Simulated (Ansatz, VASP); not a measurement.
# GaP: VASP beside Ansatz

Wanted: the spread between two codes on one cell, functional and k mesh. The cell is taken from a series of runs on this material, whose earlier steps may have relaxed, scaled, displaced or heated it; both programs get it as it stands.

Method: plane waves, with VASP 6.6.1 beside it; zone-centre phonons at LDA, in Ansatz 0.2.0.

### 1. The structure

It takes space group I-4m2 (No. 119, tetragonal). The conventional cell has a = 3.850 Å, b = 3.850 Å, c = 5.343 Å, α = 90.00°, β = 90.00°, γ = 90.00°. Nearest to P lie 4 Ga at 2.34 Å. Nearest to Ga lie 4 P at 2.34 Å. Farther neighbours are not listed.

Structure file:

```xyz
2
Lattice="0.0000 2.7227 2.6713 2.7227 0.0000 2.6713 2.7227 2.7227 0.0000" Properties=species:S:1:pos:R:3 pbc="T T T"
P     4.0840    4.0840    4.0070
Ga    0.0000    0.0000    0.0000
```

### 2. VASP: zone-centre phonons, LDA

Second derivatives magnify differences that forces hide, and they need a tight electronic threshold.

Lines of VASP's logs that name or quote its potential files are left out, and so is its time.

Contents of INCAR:

```
SYSTEM = GaP
PREC = Accurate
ENCUT = 500
EDIFF = 1E-08
NELM = 120
ISMEAR = 0
SIGMA = 0.01
LREAL = .FALSE.
ALGO = Normal
GGA = CA
NBANDS = 15
LORBIT = 11
LWAVE = .FALSE.
LCHARG = .FALSE.
ISIF = 2
IBRION = 8
LEPSILON = .TRUE.
LASPH = .TRUE.
GGA_COMPAT = .FALSE.
EFERMI = MIDGAP
KPAR = 2
```

Contents of POSCAR:

```
GaP
1.0
    0.0000000000      2.7226627687      2.6713442570
    2.7226627687      0.0000000000      2.6713442570
    2.7226627687      2.7226627687      0.0000000000
P Ga
1 1
Direct
    0.7500000000      0.7500000000      0.7500000000
    0.0000000000      0.0000000000      0.0000000000
```

Contents of KPOINTS:

```
Automatic mesh
0
Gamma
12 12 12
0 0 0
```

PAW data sets: P and Ga_d (LDA family, release 64).

On the command line:

```console
$ mpirun -np 2 vasp_std
```

Numbers of over 12 decimals in the logs are rounded to 6 here.

What it wrote:

```text
[banner, memory and clock lines left out]
running    2 mpi-ranks, on    1 nodes
 distrk:  each k-point on    1 cores,    2 groups
 distr:  one band on    1 cores,    1 groups

 POSCAR found type information on POSCAR P Ga
 POSCAR found :  2 types and       2 ions
 LDA part: xc-table for (Slater(with rela. corr.)+CA(PZ))
 , standard interpolation
 POSCAR, INCAR and KPOINTS ok, starting setup
 FFT: planning ... GRIDC
 FFT: planning ... GRID_SOFT
 FFT: planning ... GRID
 WAVECAR not read
 entering main loop
       N       E                     dE             d eps       ncg     rms          rms(c)
DAV:   1     0.804790460449E+02    0.80479E+02   -0.89105E+03  5001   0.170E+03
DAV:   2    -0.435367772751E+01   -0.84833E+02   -0.81010E+02  5541   0.319E+02
DAV:   3    -0.106704624738E+02   -0.63168E+01   -0.62909E+01  6206   0.692E+01
DAV:   4    -0.107763378009E+02   -0.10588E+00   -0.10584E+00  6081   0.979E+00
DAV:   5    -0.107784221195E+02   -0.20843E-02   -0.20842E-02  6464   0.121E+00    0.443E+00
DAV:   6    -0.105041171209E+02    0.27430E+00   -0.38506E-01  7592   0.112E+01    0.285E+00
DAV:   7    -0.104548952164E+02    0.49222E-01   -0.90603E-02  6402   0.220E+00    0.106E+00
DAV:   8    -0.104502281657E+02    0.46671E-02   -0.12028E-02  6264   0.127E+00    0.201E-01
DAV:   9    -0.104501938789E+02    0.34287E-04   -0.10302E-03  7300   0.423E-01    0.634E-02
DAV:  10    -0.104501920773E+02    0.18015E-05   -0.50365E-05  7533   0.858E-02    0.251E-02
DAV:  11    -0.104501981722E+02   -0.60948E-05   -0.84852E-06  6253   0.435E-02    0.731E-03
DAV:  12    -0.104501979816E+02    0.19055E-06   -0.49073E-07  6133   0.754E-03    0.492E-03
DAV:  13    -0.104501979580E+02    0.23576E-07   -0.19663E-07  6465   0.447E-03    0.897E-04
DAV:  14    -0.104501979573E+02    0.70349E-09   -0.87577E-09  4167   0.115E-03
   1 F= -.10450198E+02 E0= -.10450198E+02  d E =0.000000E+00
 Linear response reoptimize wavefunctions to high precision
DAV:   1    -0.104501979574E+02   -0.54115E-10   -0.16972E-09  5055   0.403E-04
DAV:   2    -0.104501979574E+02   -0.29104E-10   -0.24921E-10  3194   0.154E-04
 Linear response G [H, r] |phi>, progress :
  Direction:   1
       N       E                     dE             d eps       ncg     rms
RMM:   1    -0.398420558594E+02   -0.39842E+02    0.16873E+02  5692   0.237E+02
RMM:   2    -0.477785831608E+02   -0.79365E+01   -0.21273E+01 10164   0.351E+01
RMM:   3    -0.485824222396E+02   -0.80384E+00   -0.17634E+00 10202   0.857E+00
RMM:   4    -0.486291614605E+02   -0.46739E-01   -0.16150E-01 10654   0.230E+00
RMM:   5    -0.486253759253E+02    0.37855E-02    0.55601E-03 10700   0.596E-01
RMM:   6    -0.486270321263E+02   -0.16562E-02   -0.20109E-03 10859   0.201E-01
RMM:   7    -0.486269065284E+02    0.12560E-03    0.18763E-04 10926   0.743E-02
RMM:   8    -0.486269456513E+02   -0.39123E-04   -0.43443E-05 10999   0.307E-02
RMM:   9    -0.486269428876E+02    0.27637E-05    0.16670E-05 10938   0.137E-02
RMM:  10    -0.486269474930E+02   -0.46055E-05   -0.22251E-05 10851   0.691E-03
RMM:  11    -0.486269470524E+02    0.44061E-06   -0.16071E-05  9879   0.400E-03
RMM:  12    -0.486269464911E+02    0.56126E-06   -0.11008E-05  8639   0.267E-03
RMM:  13    -0.486269476071E+02   -0.11160E-05   -0.23137E-05  7425   0.205E-03
RMM:  14    -0.486269480799E+02   -0.47278E-06   -0.26846E-05  6473   0.181E-03
RMM:  15    -0.486269476774E+02    0.40256E-06   -0.23491E-05  6052   0.168E-03
RMM:  16    -0.486269482519E+02   -0.57450E-06   -0.26019E-05  5870   0.162E-03
RMM:  17    -0.486269496236E+02   -0.13717E-05   -0.38858E-05  5707   0.159E-03
RMM:  18    -0.486269477097E+02    0.19138E-05   -0.13982E-05  5516   0.158E-03
 Linear response G [H, r] |phi>, progress :
  Direction:   2
       N       E                     dE             d eps       ncg     rms
RMM:   1    -0.376513989327E+02   -0.37651E+02    0.16740E+02  5719   0.234E+02
RMM:   2    -0.431891748979E+02   -0.55378E+01   -0.18702E+01 10098   0.336E+01
RMM:   3    -0.440716756100E+02   -0.88250E+00   -0.15928E+00 10118   0.835E+00
RMM:   4    -0.441196299845E+02   -0.47954E-01   -0.15797E-01 10580   0.231E+00
RMM:   5    -0.441170637007E+02    0.25663E-02    0.33574E-03 10670   0.614E-01
RMM:   6    -0.441186486072E+02   -0.15849E-02   -0.19900E-03 10820   0.207E-01
RMM:   7    -0.441185477184E+02    0.10089E-03    0.11707E-04 10925   0.767E-02
RMM:   8    -0.441185815852E+02   -0.33867E-04   -0.28592E-05 11003   0.323E-02
RMM:   9    -0.441185816562E+02   -0.70943E-07    0.79475E-06 10920   0.146E-02
RMM:  10    -0.441185834712E+02   -0.18150E-05   -0.11907E-06 10822   0.746E-03
RMM:  11    -0.441185837262E+02   -0.25503E-06   -0.14301E-06  9839   0.417E-03
RMM:  12    -0.441185851985E+02   -0.14723E-05   -0.15476E-05  8628   0.270E-03
RMM:  13    -0.441185843003E+02    0.89818E-06   -0.69778E-06  7288   0.201E-03
RMM:  14    -0.441185851795E+02   -0.87919E-06   -0.14605E-05  6337   0.172E-03
[...]
RMM:   6    -0.113719022491E+01   -0.32758E-02   -0.19381E-04 29987   0.906E-02    0.269E-02
RMM:   7    -0.113722433355E+01   -0.34109E-04   -0.19184E-05 29641   0.326E-02    0.233E-03
RMM:   8    -0.113738385176E+01   -0.15952E-03   -0.84981E-06 30649   0.108E-02    0.831E-04
RMM:   9    -0.113735720243E+01    0.26649E-04   -0.37231E-07 30515   0.416E-03    0.313E-04
[...]
RMM:   8    -0.111767634014E+01   -0.15272E-03   -0.18475E-06 17862   0.102E-02    0.831E-04
RMM:   9    -0.111765210598E+01    0.24234E-04   -0.26115E-07 17891   0.400E-03    0.309E-04
RMM:  10    -0.111765165754E+01    0.44844E-06   -0.20986E-08 17725   0.151E-03    0.121E-04
RMM:  11    -0.111764764883E+01    0.40087E-05    0.14601E-08 17193   0.661E-04    0.742E-05
RMM:  12    -0.111764669016E+01    0.95867E-06   -0.17594E-08 13226   0.257E-04    0.303E-05
RMM:  13    -0.111764627564E+01    0.41452E-06   -0.11003E-08  7800   0.120E-04    0.606E-06
 change of polarisation eV/A/(eV/A) component  3 :     0.804     0.193     2.117
 dielectric tensor                  component  3 :     3.675     0.881    10.671
 Linear response DOF=           4
 Linear response progress:
  Degree of freedom:   1/  4
       N       E                     dE             d eps       ncg     rms          rms(c)
RMM:   1    -0.509412152155E-01   -0.50941E-01    0.50341E-03 33614   0.181E+00
RMM:   2    -0.473856742126E-01    0.35555E-02   -0.60813E-03 26062   0.540E-01    0.122E-01
RMM:   3    -0.474260931022E-01   -0.40419E-04   -0.50119E-04 28862   0.173E-01    0.594E-02
RMM:   4    -0.476886992896E-01   -0.26261E-03   -0.73872E-05 28113   0.653E-02    0.113E-02
RMM:   5    -0.477017628409E-01   -0.13064E-04   -0.83538E-06 30189   0.223E-02    0.687E-03
RMM:   6    -0.476852244523E-01    0.16538E-04   -0.14889E-06 28286   0.798E-03    0.388E-03
RMM:   7    -0.476858644462E-01   -0.63999E-06   -0.24479E-07 29882   0.309E-03    0.742E-04
RMM:   8    -0.476836589178E-01    0.22055E-05   -0.30373E-08 29004   0.103E-03    0.151E-04
RMM:   9    -0.476833452903E-01    0.31363E-06   -0.71325E-09 29891   0.310E-04    0.210E-05
RMM:  10    -0.476834164833E-01   -0.71193E-07   -0.18003E-09 28975   0.114E-04    0.595E-06
RMM:  11    -0.476834076358E-01    0.88475E-08   -0.21123E-09 29861   0.487E-05    0.672E-06
 first order change of Fermi-energy   0.72468E-04
 force on displaced ion       1 direction 1 : -10.226  -0.000   0.000
 Born effective charge ion    1 direction 1 :  -2.119   0.000   0.000
 Linear response progress:
  Degree of freedom:   2/  4
       N       E                     dE             d eps       ncg     rms          rms(c)
RMM:   1    -0.505783395665E-01   -0.50578E-01    0.58855E-03 19240   0.180E+00
RMM:   2    -0.472418207660E-01    0.33365E-02   -0.60208E-03 15297   0.531E-01    0.119E-01
RMM:   3    -0.472662179764E-01   -0.24397E-04   -0.49990E-04 16867   0.171E-01    0.582E-02
RMM:   4    -0.475172417425E-01   -0.25102E-03   -0.70245E-05 16508   0.637E-02    0.111E-02
RMM:   5    -0.475318940899E-01   -0.14652E-04   -0.78828E-06 17688   0.216E-02    0.687E-03
RMM:   6    -0.475153480324E-01    0.16546E-04   -0.14448E-06 16555   0.779E-03    0.370E-03
RMM:   7    -0.475161458879E-01   -0.79786E-06   -0.22644E-07 17483   0.301E-03    0.847E-04
RMM:   8    -0.475140757717E-01    0.20701E-05   -0.28748E-08 17029   0.996E-04    0.143E-04
RMM:   9    -0.475137641796E-01    0.31159E-06   -0.28604E-09 17547   0.304E-04    0.195E-05
RMM:  10    -0.475138095033E-01   -0.45324E-07   -0.31846E-10 16992   0.107E-04    0.607E-06
RMM:  11    -0.475138075621E-01    0.19412E-08    0.61018E-10 17521   0.452E-05    0.578E-06
 first order change of Fermi-energy   0.61681E-03
 force on displaced ion       1 direction 3 :  -0.000  -0.000 -10.175
 Born effective charge ion    1 direction 3 :   0.000   0.000  -2.037
 Linear response progress:
  Degree of freedom:   3/  4
       N       E                     dE             d eps       ncg     rms          rms(c)
RMM:   1    -0.167115272229E+00   -0.16712E+00    0.11153E-01 17959   0.862E+00
RMM:   2    -0.165106790010E+00    0.20085E-02   -0.26637E-02 27769   0.143E+00    0.560E-02
RMM:   3    -0.165434024972E+00   -0.32723E-03   -0.36273E-03 28920   0.421E-01    0.414E-02
RMM:   4    -0.165294168382E+00    0.13986E-03   -0.12359E-03 30574   0.166E-01    0.140E-02
RMM:   5    -0.165285738726E+00    0.84297E-05   -0.40150E-05 30392   0.406E-02    0.527E-03
RMM:   6    -0.165289663389E+00   -0.39247E-05   -0.59372E-06 29907   0.145E-02    0.818E-04
RMM:   7    -0.165289171643E+00    0.49175E-06   -0.81803E-07 29997   0.578E-03    0.122E-04
RMM:   8    -0.165288417804E+00    0.75384E-06   -0.68191E-07 30657   0.246E-03    0.409E-05
RMM:   9    -0.165288249354E+00    0.16845E-06   -0.24086E-07 30511   0.103E-03    0.206E-05
RMM:  10    -0.165288237461E+00    0.11893E-07   -0.15474E-07 30727   0.465E-04    0.128E-05
RMM:  11    -0.165288166366E+00    0.71095E-07   -0.74297E-08 30292   0.217E-04    0.537E-06
RMM:  12    -0.165288165111E+00    0.12550E-08   -0.25559E-09 30782   0.108E-04    0.166E-06
 first order change of Fermi-energy   0.15617E-04
 force on displaced ion       2 direction 1 : -10.265   0.000  -0.000
 Born effective charge ion    2 direction 1 :   2.107   0.000   0.000
 Linear response progress:
  Degree of freedom:   4/  4
       N       E                     dE             d eps       ncg     rms          rms(c)
RMM:   1    -0.166854855575E+00   -0.16685E+00    0.12425E-01 10559   0.866E+00
RMM:   2    -0.164965425281E+00    0.18894E-02   -0.26189E-02 16012   0.142E+00    0.551E-02
RMM:   3    -0.165325165383E+00   -0.35974E-03   -0.43371E-03 17004   0.433E-01    0.419E-02
RMM:   4    -0.165184905165E+00    0.14026E-03   -0.67537E-04 17717   0.134E-01    0.153E-02
RMM:   5    -0.165148945389E+00    0.35960E-04   -0.30024E-05 17869   0.371E-02    0.325E-03
RMM:   6    -0.165153836810E+00   -0.48914E-05   -0.37386E-06 17573   0.132E-02    0.885E-04
RMM:   7    -0.165155337393E+00   -0.15006E-05   -0.52803E-07 17671   0.522E-03    0.155E-04
RMM:   8    -0.165154197729E+00    0.11397E-05   -0.18726E-07 17612   0.223E-03    0.466E-05
RMM:   9    -0.165153964753E+00    0.23298E-06   -0.10425E-07 17830   0.960E-04    0.242E-05
RMM:  10    -0.165153800938E+00    0.16381E-06   -0.33066E-08 17807   0.444E-04    0.711E-06
RMM:  11    -0.165153872793E+00   -0.71855E-07   -0.11502E-08 17606   0.216E-04    0.482E-06
RMM:  12    -0.165153848190E+00    0.24602E-07   -0.64525E-09 18057   0.110E-04    0.269E-06
RMM:  13    -0.165153831935E+00    0.16256E-07   -0.22184E-10 17802   0.583E-05    0.487E-07
RMM:  14    -0.165153833592E+00   -0.16576E-08   -0.15495E-09 16450   0.354E-05    0.795E-07
 first order change of Fermi-energy   0.60086E-04
 force on displaced ion       2 direction 3 :  -0.000  -0.000 -10.195
 Born effective charge ion    2 direction 3 :   0.000   0.000   2.024
 Born effective charges drift removed
 Linear response finished
```

From OUTCAR (step 2):

```text
ion  position               nearest neighbor table
   1  0.750  0.750  0.750-   2 2.34   2 2.34   2 2.34   2 2.34
   2  0.000  0.000  0.000-   1 2.34   1 2.34   1 2.34   1 2.34

  LATTYP: Found a body centered tetragonal cell.
 ALAT       =     3.8504266133
 C/A-ratio  =     1.3875575490

 Subroutine GETGRP returns: Found  8 space group operations
 (whereof  8 operations were pure point group operations)

The static configuration has the point symmetry D_2d.

 Found    163 irreducible k-points:

   k-points           NKPTS =    163   k-points in BZ     NKDIM =    163   number of bands    NBANDS=     15

   dimension x,y,z NGX =    28 NGY =   28 NGZ =   28
   dimension x,y,z NGXF=    56 NGYF=   56 NGZF=   56

   ENCUT  =  500.0 eV  36.75 Ry    6.06 a.u.   6.95  6.95  7.02*2*pi/ulx,y,z

   NELECT =      18.0000    total number of electrons

 k-points in reciprocal lattice and weights: Automatic mesh
   0.00000000  0.00000000  0.00000000       0.001
   0.08333333  0.00000000  0.00000000       0.005
   0.16666667 -0.00000000  0.00000000       0.005
   0.25000000 -0.00000000  0.00000000       0.005
   0.33333333 -0.00000000  0.00000000       0.005
   0.41666667  0.00000000  0.00000000       0.005
   0.50000000 -0.00000000  0.00000000       0.002
   0.08333333  0.08333333  0.00000000       0.001
   0.16666667  0.08333333  0.00000000       0.005
[...]
-0.33333333  0.16666667  0.50000000       0.002
  -0.25000000  0.25000000  0.50000000       0.001

 average (electrostatic) potential at core
       1 -84.4180       2 -66.3623

  Total       -0.3308786     -0.3308786      0.0242989      0.0000000      0.0000000      0.0000000
  in kB      -13.3854120    -13.3854120      0.9829925      0.0000000      0.0000000      0.0000000
  external PRESSURE =      -8.5959439 kB  Pullay stress =       0.0000000 kB

  energy-cutoff  :      500.00
  volume of cell :       39.60
      direct lattice vectors                 reciprocal lattice vectors
     0.000000000  2.722662769  2.671344257    -0.183643750  0.183643750  0.187171683
     2.722662769  0.000000000  2.671344257     0.183643750 -0.183643750  0.187171683
     2.722662769  2.722662769  0.000000000     0.183643750  0.183643750 -0.187171683

 POSITION                                       TOTAL-FORCE (eV/Angst)
 -----------------------------------------------------------------------------------
      4.08399      4.08399      4.00702         0.000000      0.000000      0.000000
      0.00000      0.00000      0.00000        -0.000000     -0.000000     -0.000000
 -----------------------------------------------------------------------------------
    total drift:                               -0.000000     -0.000000     -0.000001

 MACROSCOPIC STATIC DIELECTRIC TENSOR (including local field effects in DFT)
 ------------------------------------------------------
          10.844590     0.000000     0.000000
           0.000000    10.844590    -0.000000
           0.000000     0.000000    10.671466
 ------------------------------------------------------

 PIEZOELECTRIC TENSOR (including local field effects)  for field in x, y, z        (C/m^2)
          XX          YY          ZZ          XY          YZ          ZX
  --------------------------------------------------------------------------------
  x     0.00000     0.00000     0.00000     0.00000     0.76425     0.00000
  y     0.00000    -0.00000     0.00000     0.00000     0.00000     0.76425
  z     0.00000     0.00000     0.00000     0.79616     0.00000     0.00000

 BORN EFFECTIVE CHARGES (including local field effects) (in |e|, cummulative output)
 ---------------------------------------------------------------------------------
 ion    1
    1    -2.11428     0.00000     0.00000
    2     0.00000    -2.11428     0.00000
    3     0.00000     0.00000    -2.03051
 ion    2
    1     2.11428     0.00000     0.00000
    2     0.00000     2.11428     0.00000
    3     0.00000     0.00000     2.03051

 Eigenvectors and eigenvalues of the dynamical matrix
 ----------------------------------------------------

   1 f  =   10.801464 THz    67.867598 2PiTHz  360.298047 cm-1    44.671244 meV
             X         Y         Z           dx          dy          dz
      4.083994  4.083994  4.007016     0.000000    0.831626    0.000000
      0.000000  0.000000  0.000000     0.000000   -0.555336    0.000000

   2 f  =   10.801464 THz    67.867598 2PiTHz  360.298047 cm-1    44.671244 meV
             X         Y         Z           dx          dy          dz
      4.083994  4.083994  4.007016     0.831626    0.000000    0.000000
      0.000000  0.000000  0.000000    -0.555336    0.000000    0.000000

   3 f  =   10.771485 THz    67.679235 2PiTHz  359.298056 cm-1    44.547261 meV
             X         Y         Z           dx          dy          dz
      4.083994  4.083994  4.007016     0.000000    0.000000    0.831861
      0.000000  0.000000  0.000000     0.000000    0.000000   -0.554984

   4 f/i=    0.004796 THz     0.030135 2PiTHz    0.159980 cm-1     0.019835 meV
             X         Y         Z           dx          dy          dz
      4.083994  4.083994  4.007016     0.000000    0.000000   -0.554984
      0.000000  0.000000  0.000000     0.000000    0.000000   -0.831861

   5 f/i=    0.009387 THz     0.058981 2PiTHz    0.313120 cm-1     0.038822 meV
             X         Y         Z           dx          dy          dz
      4.083994  4.083994  4.007016     0.000000   -0.555336    0.000000
      0.000000  0.000000  0.000000     0.000000   -0.831626    0.000000

   6 f/i=    0.009387 THz     0.058981 2PiTHz    0.313120 cm-1     0.038822 meV
             X         Y         Z           dx          dy          dz
      4.083994  4.083994  4.007016    -0.555336    0.000000    0.000000
      0.000000  0.000000  0.000000    -0.831626    0.000000    0.000000

 MACROSCOPIC STATIC DIELECTRIC TENSOR IONIC CONTRIBUTION
 ------------------------------------------------------
           1.993454     0.000000    -0.000000
           0.000000     1.993454     0.000000
          -0.000000     0.000000     1.849522
 ------------------------------------------------------

 ELASTIC MODULI CONTR FROM IONIC RELAXATION (kBar)
 Direction    XX          YY          ZZ          XY          YZ          ZX
 --------------------------------------------------------------------------------
 XX           0.0000      0.0000      0.0000      0.0000      0.0000      0.0000
 YY           0.0000      0.0000      0.0000      0.0000      0.0000      0.0000
 ZZ           0.0000      0.0000      0.0000      0.0000      0.0000      0.0000
 XY           0.0000      0.0000      0.0000   -215.7532      0.0000     -0.0000
 YZ           0.0000      0.0000      0.0000      0.0000   -217.7023     -0.0000
 ZX           0.0000      0.0000      0.0000     -0.0000     -0.0000   -196.3497
 --------------------------------------------------------------------------------

 PIEZOELECTRIC TENSOR IONIC CONTR  for field in x, y, z        (C/m^2)
          XX          YY          ZZ          XY          YZ          ZX
  --------------------------------------------------------------------------------
  x     0.00000     0.00000     0.00000     0.00000    -0.61988    -0.00000
  y     0.00000     0.00000     0.00000    -0.00000    -0.00000    -0.58870
  z     0.00000     0.00000     0.00000    -0.59440     0.00000    -0.00000
```

Energies printed during the response cycles are not total energies of the cell. The dielectric response converges more slowly with the mesh than energies do, so tensor and charges may still move on a finer one.

(Part 1 of 2 ends here.)

[Lines on the potential files, build, host, timing and source positions are cut from VASP's logs without a mark.]

[Logs are printed without paths, hosts, clocks, repeated set-up lines and the standing remarks that a program may print on its own settings, such as how far it seeks lower states.]

[Hosts, paths, dates, database ids (printed as entryN), source tags and the programs' standing remarks are cut or masked in the printed files.]
